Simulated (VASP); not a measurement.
# Cs (I4/mmm) in VASP: a series of runs

One crystal, Cs, is run at these levels: PBE; tasks: single point.

Everything below comes from runs of VASP 6.6.1. Logs are shortened: lines on timing, memory, paths and dates and some standing lists are left out, and cuts for length are marked.

## 1. The crystal as given

The structure is tetragonal, space group I4/mmm (No. 139). The conventional cell has a = 5.500 Å, b = 5.500 Å, c = 8.194 Å, α = 90.00°, β = 90.00°, γ = 90.00°.

This isn't the form of Cs at room conditions, which is bcc.

## 2. Single point, PBE

Contents of INCAR:

```
PREC = Accurate
ENCUT = 550
EDIFF = 1E-6
ISMEAR = 1
SIGMA = 0.15
LREAL = False
LASPH = True
NELM = 100
ALGO = Normal
ISIF = 2
LWAVE = False
LCHARG = False
GGA = PE
NBANDS = 10
ADDGRID = False
```

Contents of KPOINTS:

```
regular mesh
0
Gamma
  2 2 2
```

Contents of POSCAR:

```
Cs
1.0
   -2.6528630000      2.7200140000      3.9488130000
    2.8833600000     -2.6988260000      4.0893020000
    2.7318000000      2.7777640000     -3.9345920000
Cs
1
Direct
    0.0073440000      0.0133040000      0.0001460000
```

Potentials or basis: VASP PAW PBE potentials, release 64 (Cs_sv).

Run with:

```
$ cat potpaw_PBE.64/Cs_sv/POTCAR > POTCAR
$ mpirun -np 1 vasp_std > vasp.out
```

OUTCAR:

```text
PREC = Accurate
   ENCUT = 550
   EDIFF = 1E-6
   ISMEAR = 1
   LREAL = False
   LASPH = True
   NELM = 100
   ISIF = 2
   GGA = PE

 Found      8 irreducible k-points:

 Following reciprocal coordinates:
            Coordinates               Weight
  0.000000  0.000000  0.000000      1.000000
  0.500000  0.000000  0.000000      1.000000
  0.000000  0.500000  0.000000      1.000000
  0.500000  0.500000  0.000000      1.000000
  0.000000 -0.000000  0.500000      1.000000
  0.500000  0.000000  0.500000      1.000000
   k-points           NKPTS =      8   k-points in BZ     NKDIM =      8   number of bands    NBANDS=     10
   number of dos      NEDOS =    301   number of ions     NIONS =      1
   total plane-waves  NPLWV =  84672
   dimension x,y,z NGX =    42 NGY =   48 NGZ =   42
   dimension x,y,z NGXF=    84 NGYF=   96 NGZF=   84
   ions per type =               1
   NGX,Y,Z   is equivalent  to a cutoff of  12.74, 14.04, 12.61 a.u.
   NGXF,Y,Z  is equivalent  to a cutoff of  25.48, 28.07, 25.22 a.u.
 SYSTEM =  unknown system
   PREC   = accura    normal or accurate (medium, high low for compatibility)
   ISTART =      0    job   : 0-new  1-cont  2-samecut
   ICHARG =      2    charge: 1-file 2-atom 10-const
   ISPIN  =      1    spin polarized calculation?
   LNONCOLLINEAR =      F non collinear calculations
   LSORBIT =      F    spin-orbit coupling
   LASPH  =      T    aspherical Exc in radial PAW
   ENCUT  =  550.0 eV  40.42 Ry    6.36 a.u.  10.48 10.87 10.59*2*pi/ulx,y,z
   NELM   =    100;   NELMIN=  2; NELMDL= -5     # of ELM steps
   EDIFF  = 0.1E-05   stopping-criterion for ELM
   LREAL  =      F    real-space projection
   EDIFFG = 0.1E-04   stopping-criterion for IOM
   NSW    =      0    number of steps for IOM
   IBRION =     -1    ionic relax: 0-MD 1-quasi-New 2-CG
   NFREE  =      0    steps in history (QN), initial steepest desc. (CG)
   ISIF   =      2    stress and relaxation
   ISYM   =      2    0-nonsym 1-usesym 2-fastsym
   POTIM  = 0.5000    time-step for ionic-motion
   TEBEG  =    0.0;   TEEND  =   0.0 temperature during run
   PSTRESS=    0.0 pullay stress
   NELECT =       9.0000    total number of electrons
   NUPDOWN=      -1.0000    fix difference up-down
   EMIN   =  10.00;   EMAX   =-10.00  energy-range for DOS
   EFERMI =   0.00;   METHOD = LEGACY
   ISMEAR =     1;   SIGMA  =   0.15  broadening in eV -4-tet -1-fermi 0-gaus
   EFERMI_NEDOS =   21; number of points for ismear=-14 and -15
   IALGO  =     38    algorithm
   IMIX   =      4    mixing-type and parameters
     AMIX     =   0.40;   BMIX     =  1.00
     AMIX_MAG =   1.60;   BMIX_MAG =  1.00
  volume/ion in A,a.u.               =     123.95       836.44
  Fermi-wavevector in a.u.,A,eV,Ry     =   0.682981  1.290648  6.346621  0.466464
  Thomas-Fermi vector in A             =   1.762213
   LORBIT       =      0    0 simple, 1 ext, 2 COOP (PROOUT), +10 PAW based schemes
   GGA     = PE    functional components
   LHFCALC =     F    Hartree Fock is set to
   AEXX    =    0.0000 exact exchange contribution
   IVDW    =     0    specifies the selected vdW correction
   LEPSILON=     F    determine dielectric tensor
   LRPA    =     F    only Hartree local field effects (RPA)
 non-spin polarized calculation
 Methfessel and Paxton  Order N= 1 SIGMA  =   0.15
  energy-cutoff  :      550.00
  volume of cell :      123.95
 maximum number of plane-waves:      3662
 NGX is ok and might be reduce to    42

 number of electron       9.0000000 magnetization

 Free energy of the ion-electron system (eV)
  ---------------------------------------------------
  ext. energy  EPLUGINS =         0.00000000
  ---------------------------------------------------
  free energy    TOTEN  =        -0.72104836 eV

  energy without entropy =       -0.71008218  energy(sigma->0) =       -0.71739297

 E-fermi :   0.3527     XC(G=0):  -5.1373

 val. band max:        0.3508991864   @ k =   0.5000   0.0000   0.5000
 cond. band min:       0.7161882810   @ k =   0.5000   0.5000   0.5000
 fundamental gap:      0.3652890946
 Fermi energy:         0.3527238155

 k-point     1 :       0.0000    0.0000    0.0000
  band No.  band energies     occupation
      1     -23.5296      2.00000
      2     -10.3068      2.00000
      3     -10.2826      2.00000
      4     -10.2683      2.00000
      5      -1.2527      2.00000
      6       2.5058     -0.00000
      7       2.7809     -0.00000
      8       2.8391     -0.00000
      9       3.6638      0.00000
     10       3.8453      0.00000

 k-point     2 :       0.5000    0.0000    0.0000
  band No.  band energies     occupation
      1     -23.5250      2.00000
      2     -10.3950      2.00000
      3     -10.3137      2.00000
      4     -10.2907      2.00000
      5       0.3038      1.52070
      6       1.1337     -0.00000
      7       2.5207     -0.00000
      8       2.6838     -0.00000
      9       4.1773      0.00000
     10       4.6524      0.00000

 k-point     3 :       0.0000    0.5000    0.0000
  band No.  band energies     occupation
      1     -23.5263      2.00000
      2     -10.3991      2.00000
      3     -10.2913      2.00000
      4     -10.2818      2.00000
      5       0.1922      2.06194
      6       1.0012     -0.00000
      7       2.6429     -0.00000
      8       2.7328     -0.00000
      9       4.3333      0.00000
     10       4.4606      0.00000

 k-point     4 :       0.5000    0.5000    0.0000
  band No.  band energies     occupation
      1     -23.5235      2.00000
      2     -10.3907      2.00000
      3     -10.3444      2.00000
      4     -10.3110      2.00000
      5       0.7936     -0.00026
      6       1.3225     -0.00000
      7       1.7412     -0.00000
      8       3.8492      0.00000
      9       4.2634      0.00000
     10       4.2970      0.00000

 k-point     5 :       0.0000   -0.0000    0.5000
  band No.  band energies     occupation
      1     -23.5240      2.00000
      2     -10.3864      2.00000
      3     -10.3398      2.00000
      4     -10.3088      2.00000
      5       0.7347     -0.00187
      6       1.3765     -0.00000
      7       1.5938     -0.00000
      8       4.0057      0.00000
      9       4.2080      0.00000
     10       4.3681      0.00000

 k-point     6 :       0.5000    0.0000    0.5000
  band No.  band energies     occupation
      1     -23.5247      2.00000
      2     -10.3865      2.00000
      3     -10.3205      2.00000
      4     -10.3001      2.00000
      5       0.3509      1.02059
      6       1.1762     -0.00000
      7       2.3888     -0.00000
      8       2.7392     -0.00000
      9       4.3785      0.00000
     10       4.5814      0.00000

 [... further k-points ...]

------------------------ aborting loop because EDIFF is reached ----------------------------------------

  FORCE on cell =-STRESS in cart. coord.  units (eV):
  Direction    XX          YY          ZZ          XY          YZ          ZX
  --------------------------------------------------------------------------------------
  -------------------------------------------------------------------------------------
  Total       -0.2827814     -0.2834710     -0.3279415     -0.0245788      0.0132192      0.1068037
  in kB       -3.6552828     -3.6641960     -4.2390301     -0.3177094      0.1708734      1.3805633
  external PRESSURE =      -3.8528363 kB  Pullay stress =       0.0000000 kB

 VOLUME and BASIS-vectors are now :
 -----------------------------------------------------------------------------
  energy-cutoff  :      550.00
  volume of cell :      123.95
      direct lattice vectors                 reciprocal lattice vectors
    -2.652863000  2.720014000  3.948813000    -0.005972949  0.181656419  0.124099719
     2.883360000 -2.698826000  4.089302000     0.174839185 -0.002819191  0.119401107
     2.731800000  2.777764000 -3.934592000     0.175719406  0.179382947 -0.005511685

 POSITION                                       TOTAL-FORCE (eV/Angst)
 -----------------------------------------------------------------------------------
      0.01928     -0.01552      0.08283        -0.000000      0.000000      0.000000
 -----------------------------------------------------------------------------------
    total drift:                               -0.000003      0.000004     -0.000002

  FREE ENERGIE OF THE ION-ELECTRON SYSTEM (eV)
  ---------------------------------------------------
  free  energy   TOTEN  =        -0.7210483626 eV

  energy  without entropy=       -0.7100821823  energy(sigma->0) =       -0.71739297
```

Wall time 8.8 s (1 thread of Intel Xeon Platinum 8488C (Sapphire Rapids), shared host); peak memory 0.26 GiB.

These settings aren't checked as converged: the numbers below hold their error.

What came out:

- Free energy: -0.7210 eV
- Pressure: -0.4 GPa
- Band gap on the k mesh: none (metal or under the smearing width)

Caveat: the k mesh is coarse (spacing up to 0.79 Å⁻¹), so the values aren't converged.

## 3. Single point, PBE

This run uses another cell than the first one, of the same volume but with other edges.

INCAR: that of step 2 with these lines changed.

```diff
@@ -1,3 +1,3 @@
 PREC = Accurate
-ENCUT = 550
+ENCUT = 700
 EDIFF = 1E-6
```

KPOINTS is that of step 2.

Contents of POSCAR:

```
Cs
1.0
   -2.7500754600      2.7500754600      4.0972389800
    2.7500754600     -2.7500754600      4.0972389800
    2.7500754600      2.7500754600     -4.0972389800
Cs
1
Direct
    0.0000000000      0.0000000000      0.0000000000
```

Potentials or basis: VASP PAW PBE potentials, release 64 (Cs_sv).

Run with:

```
$ cat potpaw_PBE.64/Cs_sv/POTCAR > POTCAR
$ mpirun -np 1 vasp_std > vasp.out
```

It took 10 s on 1 thread of Intel Xeon Platinum 8488C (Sapphire Rapids), shared host; peak memory 0.31 GiB.

The run converged, but some of its settings lie outside the range that counts as converged, so its numbers aren't taken as properties of the crystal.

What came out:

```
Free energy            : -0.7158 eV
Pressure               : -0.4 GPa
Band gap on the k mesh : none (metal or under the smearing width)
```

Caveat: the k mesh is coarse (spacing up to 0.81 Å⁻¹), so the values aren't converged.

## 4. Single point, PBE

INCAR is that of step 3.

KPOINTS is that of step 3.

Contents of POSCAR:

```
Cs
1.0
   -2.6528630000      2.7200140000      3.9488130000
    2.8833600000     -2.6988260000      4.0893020000
    2.7318000000      2.7777640000     -3.9345920000
Cs
1
Direct
    0.0073440000      0.0133040000      0.0001460000
```

Run with:

```
$ cat potpaw_PBE.64/Cs_sv/POTCAR > POTCAR
$ mpirun -np 1 vasp_std > vasp.out
```

It took 11 s on 1 thread of Intel Xeon Platinum 8488C (Sapphire Rapids), shared host; peak memory 0.29 GiB.

The run converged, but some of its settings lie outside the range that counts as converged, so its numbers aren't taken as properties of the crystal.

What came out:

```
Free energy            : -0.7211 eV
Pressure               : -0.4 GPa
Band gap on the k mesh : none (metal or under the smearing width)
```

Caveat: the k mesh is coarse (spacing up to 0.79 Å⁻¹), so the values aren't converged.

## 5. Single point, PBE

This run uses another cell than the first one, of the same volume but with other edges.

INCAR: that of step 4 with these lines changed.

```diff
@@ -1,3 +1,3 @@
 PREC = Accurate
-ENCUT = 700
+ENCUT = 250
 EDIFF = 1E-6
```

Contents of KPOINTS:

```
regular mesh
0
Gamma
  4 4 4
```

Contents of POSCAR:

```
Cs
1.0
   -2.7500754600      2.7500754600      4.0972389800
    2.7500754600     -2.7500754600      4.0972389800
    2.7500754600      2.7500754600     -4.0972389800
Cs
1
Direct
    0.0000000000      0.0000000000      0.0000000000
```

Potentials or basis: VASP PAW PBE potentials, release 64 (Cs_sv).

Run with:

```
$ cat potpaw_PBE.64/Cs_sv/POTCAR > POTCAR
$ mpirun -np 1 vasp_std > vasp.out
```

OUTCAR:

```text
PREC = Accurate
   ENCUT = 250
   EDIFF = 1E-6
   ISMEAR = 1
   LREAL = False
   LASPH = True
   NELM = 100
   ISIF = 2
   GGA = PE

 Found     13 irreducible k-points:

 Following reciprocal coordinates:
            Coordinates               Weight
  0.000000  0.000000  0.000000      1.000000
  0.250000 -0.000000  0.000000      8.000000
  0.500000 -0.000000  0.000000      4.000000
  0.250000  0.250000  0.000000      8.000000
  0.500000  0.250000  0.000000     16.000000
 -0.250000  0.250000  0.000000      4.000000
   k-points           NKPTS =     13   k-points in BZ     NKDIM =     13   number of bands    NBANDS=     10
   number of dos      NEDOS =    301   number of ions     NIONS =      1
   total plane-waves  NPLWV =  27000
   dimension x,y,z NGX =    30 NGY =   30 NGZ =   30
   dimension x,y,z NGXF=    60 NGYF=   60 NGZF=   60
   ions per type =               1
   NGX,Y,Z   is equivalent  to a cutoff of   8.83,  8.83,  8.83 a.u.
   NGXF,Y,Z  is equivalent  to a cutoff of  17.66, 17.66, 17.66 a.u.
 SYSTEM =  unknown system
   PREC   = accura    normal or accurate (medium, high low for compatibility)
   ISTART =      0    job   : 0-new  1-cont  2-samecut
   ICHARG =      2    charge: 1-file 2-atom 10-const
   ISPIN  =      1    spin polarized calculation?
   LNONCOLLINEAR =      F non collinear calculations
   LSORBIT =      F    spin-orbit coupling
   LASPH  =      T    aspherical Exc in radial PAW
   ENCUT  =  250.0 eV  18.37 Ry    4.29 a.u.   7.28  7.28  7.28*2*pi/ulx,y,z
   NELM   =    100;   NELMIN=  2; NELMDL= -5     # of ELM steps
   EDIFF  = 0.1E-05   stopping-criterion for ELM
   LREAL  =      F    real-space projection
   EDIFFG = 0.1E-04   stopping-criterion for IOM
   NSW    =      0    number of steps for IOM
   IBRION =     -1    ionic relax: 0-MD 1-quasi-New 2-CG
   NFREE  =      0    steps in history (QN), initial steepest desc. (CG)
   ISIF   =      2    stress and relaxation
   ISYM   =      2    0-nonsym 1-usesym 2-fastsym
   POTIM  = 0.5000    time-step for ionic-motion
   TEBEG  =    0.0;   TEEND  =   0.0 temperature during run
   PSTRESS=    0.0 pullay stress
   NELECT =       9.0000    total number of electrons
   NUPDOWN=      -1.0000    fix difference up-down
   EMIN   =  10.00;   EMAX   =-10.00  energy-range for DOS
   EFERMI =   0.00;   METHOD = LEGACY
   ISMEAR =     1;   SIGMA  =   0.15  broadening in eV -4-tet -1-fermi 0-gaus
   EFERMI_NEDOS =   21; number of points for ismear=-14 and -15
   IALGO  =     38    algorithm
   IMIX   =      4    mixing-type and parameters
     AMIX     =   0.40;   BMIX     =  1.00
     AMIX_MAG =   1.60;   BMIX_MAG =  1.00
  volume/ion in A,a.u.               =     123.95       836.44
  Fermi-wavevector in a.u.,A,eV,Ry     =   0.682981  1.290648  6.346621  0.466463
  Thomas-Fermi vector in A             =   1.762213
   LORBIT       =      0    0 simple, 1 ext, 2 COOP (PROOUT), +10 PAW based schemes
   GGA     = PE    functional components
   LHFCALC =     F    Hartree Fock is set to
   AEXX    =    0.0000 exact exchange contribution
   IVDW    =     0    specifies the selected vdW correction
   LEPSILON=     F    determine dielectric tensor
   LRPA    =     F    only Hartree local field effects (RPA)
 non-spin polarized calculation
 Methfessel and Paxton  Order N= 1 SIGMA  =   0.15
  energy-cutoff  :      250.00
  volume of cell :      123.95
 maximum number of plane-waves:      1131
 NGX is ok and might be reduce to    30

 number of electron       9.0000008 magnetization

 Free energy of the ion-electron system (eV)
  ---------------------------------------------------
  ext. energy  EPLUGINS =         0.00000000
  ---------------------------------------------------
  free energy    TOTEN  =        -0.81739230 eV

  energy without entropy =       -0.81962713  energy(sigma->0) =       -0.81813725

 E-fermi :   0.3481     XC(G=0):  -5.2185

 val. band max:        0.2659218778   @ k =   0.5000  -0.0000   0.0000
 cond. band min:       0.4024546059   @ k =  -0.2500   0.5000   0.2500
 fundamental gap:      0.1365327281
 Fermi energy:         0.3480737180

 k-point     1 :       0.0000    0.0000    0.0000
  band No.  band energies     occupation
      1     -23.6077      2.00000
      2     -10.3683      2.00000
      3     -10.3667      2.00000
      4     -10.3667      2.00000
      5      -1.3263      2.00000
      6       2.5766     -0.00000
      7       2.7422     -0.00000
      8       2.7422     -0.00000
      9       3.5276      0.00000
     10       3.8487      0.00000
[... 53 lines left out ...]
 k-point     6 :      -0.2500    0.2500    0.0000
  band No.  band energies     occupation
      1     -23.6046      2.00000
      2     -10.4188      2.00000
      3     -10.3911      2.00000
      4     -10.3856      2.00000
      5      -0.5432      2.00000
      6       1.8390     -0.00000
      7       2.4932     -0.00000
      8       2.9945     -0.00000
      9       3.0214     -0.00000
     10       3.9415      0.00000

 [... further k-points ...]

------------------------ aborting loop because EDIFF is reached ----------------------------------------

  FORCE on cell =-STRESS in cart. coord.  units (eV):
  Direction    XX          YY          ZZ          XY          YZ          ZX
  --------------------------------------------------------------------------------------
  -------------------------------------------------------------------------------------
  Total       -0.0987986     -0.0987986     -0.0690164      0.0000000      0.0000000     -0.0000000
  in kB       -1.2770879     -1.2770879     -0.8921179      0.0000000      0.0000000     -0.0000000
  external PRESSURE =      -1.1487645 kB  Pullay stress =       0.0000000 kB

 VOLUME and BASIS-vectors are now :
 -----------------------------------------------------------------------------
  energy-cutoff  :      250.00
  volume of cell :      123.95
      direct lattice vectors                 reciprocal lattice vectors
    -2.750075460  2.750075460  4.097238980     0.000000000  0.181813193  0.122033399
     2.750075460 -2.750075460  4.097238980     0.181813193  0.000000000  0.122033399
     2.750075460  2.750075460 -4.097238980     0.181813193  0.181813193  0.000000000

 POSITION                                       TOTAL-FORCE (eV/Angst)
 -----------------------------------------------------------------------------------
      0.00000      0.00000      0.00000        -0.000000     -0.000000     -0.000000
 -----------------------------------------------------------------------------------
    total drift:                                0.000000     -0.000000      0.000000

  FREE ENERGIE OF THE ION-ELECTRON SYSTEM (eV)
  ---------------------------------------------------
  free  energy   TOTEN  =        -0.8173923038 eV

  energy  without entropy=       -0.8196271347  energy(sigma->0) =       -0.81813725
```

OSZICAR:

```text
N       E                     dE             d eps       ncg     rms          rms(c)
DAV:   1     0.396008557051E+02    0.39601E+02   -0.20172E+03   260   0.359E+02
DAV:   2     0.194389578685E+01   -0.37657E+02   -0.37282E+02   328   0.898E+01
DAV:   3    -0.783627371323E+00   -0.27275E+01   -0.27248E+01   308   0.293E+01
DAV:   4    -0.815099402541E+00   -0.31472E-01   -0.31461E-01   358   0.353E+00
DAV:   5    -0.815274890405E+00   -0.17549E-03   -0.17545E-03   328   0.220E-01    0.138E-01
DAV:   6    -0.816129273170E+00   -0.85438E-03   -0.10975E-03   380   0.157E-01    0.884E-02
DAV:   7    -0.817299552359E+00   -0.11703E-02   -0.29604E-03   288   0.264E-01    0.333E-02
DAV:   8    -0.817390440157E+00   -0.90888E-04   -0.11351E-04   322   0.579E-02    0.447E-03
DAV:   9    -0.817392367780E+00   -0.19276E-05   -0.34096E-06   380   0.891E-03    0.199E-03
DAV:  10    -0.817392303757E+00    0.64023E-07   -0.39223E-07   288   0.283E-03
   1 F= -.81739230E+00 E0= -.81813725E+00  d E =0.223483E-02
```

stdout:

```text
POSCAR found type information on POSCAR Cs
 POSCAR found :  1 types and       1 ions
 scaLAPACK will be used
 LDA part: xc-table for (Slater+PW92), standard interpolation
 POSCAR, INCAR and KPOINTS ok, starting setup
 FFT: planning ... GRIDC
 FFT: planning ... GRID_SOFT
 FFT: planning ... GRID
 WAVECAR not read
 entering main loop
```

Wall time 4 s (1 thread of Intel Xeon Platinum 8488C (Sapphire Rapids), shared host); peak memory 0.15 GiB.

These settings aren't checked as converged: the numbers below hold their error.

Results:

```yaml
Free_energy: -0.8174 eV
Band_gap_on_the_k_mesh: none (metal or under the smearing width)
```

Caveat: the k mesh is coarse (spacing up to 0.40 Å⁻¹), so the values aren't converged; the cutoff is under 1.25 times the usual one of these potentials, so pressure, stress and relaxed cells hold a basis-set (Pulay) error.

## 6. For comparison

An earlier run on the cell as given: functional PBE; potentials or basis VASP PAW PBE potentials, release 64 (Cs_sv); cutoff 520 eV; k mesh 7 × 7 × 7; occupations fermi-dirac, width 0.05 eV; no spin polarisation.

- Pressure: -0.1 GPa
- Band gap on the k mesh: none (metal or under the smearing width)
